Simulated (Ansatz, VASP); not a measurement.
Ag: VASP beside Ansatz

```
Ag
1.0
     2.93339    0.00000    0.00000
     0.00000    4.14844    0.00000
     0.00000    0.00000   15.93340
Ag
3
Cartesian
  0.0000 0.0000 6.5520
  1.4667 2.0742 7.9667
  0.0000 0.0000 9.3814
```

Alike in both runs: functional PBE; k mesh 14 × 10 × 1; occupations fermi-dirac, width 0.08 eV; no spin polarisation.

Ansatz relaxed the structure, and its values are those at the end. VASP's run is a single point on that final structure, the one shown.

|  | VASP | Ansatz |
| --- | --- | --- |
| version | VASP 6.6.1 | Ansatz 0.2.0 |
| potentials or method | VASP PAW PBE potentials, release 64 (Ag) | PAW with Ansatz's default frozen-core files, scalar-relativistic |
| plane-wave cutoff (eV) | 520 | 420 |
| valence electrons in the cell | 33 | 57 |

Ansatz gave:

* rms of the force components (eV/Å): 0.003

Q: Which values does VASP return?

A: rms of the force components (eV/Å): 0.005.

The two sets of potentials don't hold the same shells in valence. Ansatz warned: «stress_scf_threshold_loose».
